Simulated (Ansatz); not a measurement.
# LuH2 (Fm-3m) in Ansatz: single point with PBEsol

Aim: the single point of LuH2 with PBEsol.

Program: Ansatz 0.2.0. These are calculated values, not measurements. Logs are shortened: lines on timing, memory, paths and dates and some standing lists are left out, and cuts for length are marked.

### Step 1. The crystal as given

It takes space group Fm-3m (No. 225, cubic). Conventional cell: a = 5.033 Å, b = 5.033 Å, c = 5.033 Å, α = 90.00°, β = 90.00°, γ = 90.00°. Lu (site symmetry m-3m) is surrounded by 8 H at 2.18 Å. H (site symmetry -43m) is surrounded by 4 Lu at 2.18 Å.

### Step 2. Single point, PBEsol

input.yaml reads:

```yaml
crystal:
  lattice:
    - [0.0, 2.5165, 2.5165]
    - [2.5165, 0.0, 2.5165]
    - [2.5165, 2.5165, 0.0]
  atoms:
    - { symbol: Lu, position: [0.0, 0.0, 0.0] }
    - { symbol: H, position: [0.75, 0.75, 0.75] }
    - { symbol: H, position: [0.25, 0.25, 0.25] }
kpoints:
  mp_grid: { grid: [5, 5, 5] }
scf:
  occupations: { method: fermi_dirac, width: 0.03 }
hamiltonian:
  xc: pbesol
  pseudopotentials: { kind: all_electron, lapw: { basis_error: 0.002 } }
output:
  forces: true
  stress: true
  eigenvalues: true
```

Potentials or basis: all-electron LAPW, scalar-relativistic.

The run is started by

```bash
> ansatz run input.yaml --threads 2 --pin off --max-ram 8192MiB --backend cpu --events-out ev --progress --plain --runs-dir out
```

Standard output:

```text
Warning: RAYON_NUM_THREADS=2 ignored (pool sized by the plan → 2); use --threads N
LAPW: plane waves up to 7.842 Å⁻¹, error target 2.0e-3 eV per atom; small_component_spin mean_spin; H in spheres of 0.697 Å, 1 of its electrons in bands, Dirac shells []; Lu in spheres of 1.483 Å, 35 of its electrons in bands, Dirac shells [] (how accurate: hamiltonian.pseudopotentials.lapw.basis_error, Limitations)
Engine: ansatz 0.2.0, aarch64-unknown-linux-gnu
Pseudopotentials: kind: all_electron
Pseudopotential: Lu, LAPW, valence charge 35, lapw/all_electron/scalar/gaussian/Lu, Koelling and Harmon's equation, gaussian nucleus
Pseudopotential: H, LAPW, valence charge 1, lapw/all_electron/scalar/gaussian/H, Koelling and Harmon's equation, gaussian nucleus
Functional definition: PBEsol
  exchange = pbesol_x
  correlation = pbesol_c
Crystal: 3 atoms, lattice volume = 31.873 Å³
Basis set: ecut = 234.29326648740954 eV, 259 PW (Γ), exchange–correlation at level 2
Bands: 23, of which v1, the nominal top of the filled ones, is band 19 counted from 1 (18 counted from 0)
Symmetry: 48 space group operations
Space group: Fm-3m (ITA 225), of the structure as read, at distance tolerance 3.2e-5 Å
k-points: 10 of 125
Non-local potential: Lu, projectors of the file, none
Non-local potential: H, projectors of the file, none
Initial density: superposition of atomic densities (chi_scale 0.1, normalization cell, long waves kept (reshape's long-wave potential 0.00 eV rms))
Initial wavefunctions: plane waves of lowest kinetic energy (no species holds an atomic orbital)
Functional: x = pbesol(κ = 0.804, μ = 0.12345679012345678), c = pbesol(β = 0.046)
iter 1 solved again at ethr=3.22e-3 eV; its pass at ethr=1.00e-1 eV (dr2=1.19e0 eV) is discarded
SCF iter   1: F=—  HF=-396156.256077 eV  |F-HF|=—  |Δ(HF+E_count)|=         —  Δρ=6.03e-2  dr2=1.19e0  ethr=3.22e-3  ⟨swp⟩=2.0  Hψ=1428  notcnv=0
preconditioner: auto → none  [insulator: Δε(μ)=0.321 eV  Ē_g=13.522 eV  σ=0.030 eV  W_gap=0.85  n_scr=14 (ndim 8)  ℏωp=32.9 eV  f_vac=0.000  D(μ)=1.60/eV (n_scr^D=14)  ε∞_Penn≈6.9]
iter 2 solved again at ethr=1.95e-4 eV; its pass at ethr=3.22e-3 eV (dr2=7.20e-2 eV) is discarded
SCF iter   2: F=—  HF=-396155.688770 eV  |F-HF|=—  |Δ(HF+E_count)|=   5.67e-1  Δρ=1.48e-2  dr2=7.20e-2  ethr=1.95e-4  ⟨swp⟩=2.0  Hψ=1231  notcnv=0
SCF iter   3: F=—  HF=-396155.616098 eV  |F-HF|=—  |Δ(HF+E_count)|=   7.27e-2  Δρ=7.27e-3  dr2=1.85e-2  ethr=1.95e-4  ⟨swp⟩=3.0  Hψ=737  notcnv=0
SCF iter   4: F=—  HF=-396155.542588 eV  |F-HF|=—  |Δ(HF+E_count)|=   7.35e-2  Δρ=1.12e-3  dr2=3.01e-4  ethr=4.99e-5  ⟨swp⟩=3.0  Hψ=746  notcnv=0
SCF iter   5: F=—  HF=-396155.542492 eV  |F-HF|=—  |Δ(HF+E_count)|=         —  Δρ=3.07e-4  dr2=3.06e-5  ethr=8.13e-7  ⟨swp⟩=2.6  Hψ=681  notcnv=0
the basis was enlarged: its passes take 382.7 KiB over the memory plan, 2 of 2 planned eigensolver slots
SCF iter   6: F=—  HF=-396155.542499 eV  |F-HF|=—  |Δ(HF+E_count)|=   7.13e-6  Δρ=5.41e-5  dr2=8.37e-7  ethr=8.27e-8  ⟨swp⟩=2.2  Hψ=677  notcnv=0
SCF iter   7: F=—  HF=-396155.542496 eV  |F-HF|=—  |Δ(HF+E_count)|=   2.43e-6  Δρ=9.01e-6  dr2=2.21e-8  ethr=2.26e-9  ⟨swp⟩=3.0  Hψ=711  notcnv=0
SCF iter   8: F=-396155.542496 eV  HF=-396155.542496 eV  |F-HF|=1.86e-9  |Δ(HF+E_count)|=   8.16e-8  Δρ=8.29e-7  dr2=1.87e-10  ethr=5.98e-11  ⟨swp⟩=3.0  Hψ=717  notcnv=0
SCF 1 converged in 8 iterations: F = -396155.542496 eV  dr2 = 1.87e-10
SCF converged after 8 iterations
Free energy (F): -396155.542496 eV
Harris-Foulkes:  -396155.542496 eV  (|F-HF|=1.86e-9)
Internal energy: -396155.537703 eV  (E = F + TS)
E sigma→0 (E₀):  -396155.540099 eV
Entropy (-TS):   -0.004794 eV (-1.598 meV/atom)
Fermi energy:    14.315038 eV
--- Per-component energies (eV) ---
  E_band       = -1700.867462
  E_kinetic    = 439366.135895
  E_xc         = -8107.166764
  E_electrostatic = -827414.506833  (all electrons and nuclei)
  E_smearing   = -0.004794  (= −TS)
  E_closure    = 0.000000  (closes the sum)
  E_atoms      = -396141.700105  (free atoms, spherical and without spin; not in F)
  Σ components = -396155.542496   (vs F -396155.542496, Δ=0.00e0)
  Basis errors (estimates in eV, not in F): energy 7.8e-4 per atom: plane waves 7.2e-4 (4.4e-4 summed), levels above the bands 1.4e-105, relativity 3.0e-8, radial functions 5.8e-5, core shells 1.8e-6; eigenvalues (radial functions only) 1.0e-5; not estimated: angular momenta, meshes, grids; target (lapw.basis_error) 2.0e-3; muffin-tin radii H 0.697 Å, Lu 1.483 Å
--- Forces (eV/Å), atoms counted from 1 ---
  atom   1  Lu     0.00000000    -0.00000000    -0.00000000
  atom   2  H     -0.00000000     0.00000000     0.00000000
  atom   3  H     -0.00000000    -0.00000000     0.00000000
  max |Σ_I F_I| component: 9.58e-19 eV/Å
--- Stress (GPa, compression-positive) ---
       -3.866846       0.000000      -0.000000
        0.000000      -3.866846       0.000000
       -0.000000       0.000000      -3.866846
  P = ⅓ Tr σ = -3.8668 GPa (-38.668 kbar)
--- Band table (eV; the first three rows and the last of 10) ---
  k-point 0: bands = ["-172.3904", "-172.3904", "-172.3904", "-172.3882", "-172.3882", "-41.7913", "-12.3222", "-12.3222", "-12.3222", "5.0172", "9.0976", "9.4001", "9.4001", "9.4001", "9.4698", "9.4698", "9.4698", "13.8812", "15.6872", "15.6872", "15.6872", "18.5203", "18.5203"]
  k-point 1: bands = ["-172.3904", "-172.3904", "-172.3904", "-172.3882", "-172.3882", "-41.7839", "-12.4803", "-12.3418", "-12.3418", "5.8851", "9.0943", "9.3967", "9.4135", "9.4135", "9.4448", "9.4448", "9.4707", "11.7296", "16.0476", "16.0476", "18.2233", "18.2233", "18.6954"]
  k-point 2: bands = ["-172.3904", "-172.3904", "-172.3904", "-172.3882", "-172.3882", "-41.7717", "-12.7237", "-12.3733", "-12.3733", "7.4482", "9.1082", "9.3994", "9.3994", "9.4154", "9.4485", "9.4485", "9.4721", "10.4971", "15.8524", "15.8524", "19.3416", "19.5202", "19.5202"]
  k-point 9: bands = ["-172.3904", "-172.3904", "-172.3904", "-172.3882", "-172.3882", "-41.7643", "-12.6604", "-12.5518", "-12.4460", "8.9163", "9.1128", "9.3899", "9.4097", "9.4177", "9.4397", "9.4410", "9.6715", "9.8178", "13.4767", "16.6795", "19.0469", "19.8889", "21.4348"]
```

Run time: 1.7 s. Hardware: 2 threads of Arm Neoverse V1, shared host; peak memory 0.24 GiB.

What came out:

| Quantity | Value |
| --- | --- |
| Free energy | -396155.5425 eV |
| Pressure | -3.9 GPa |
| Band gap on the k mesh | none (metal or under the smearing width) |

Caveat: the k mesh is coarse (spacing up to 0.43 Å⁻¹), so the values aren't converged; the k mesh is thin for a metal, which can move the energy by tens of meV per atom. Spin-orbit coupling is left out, which matters for the levels of Lu.
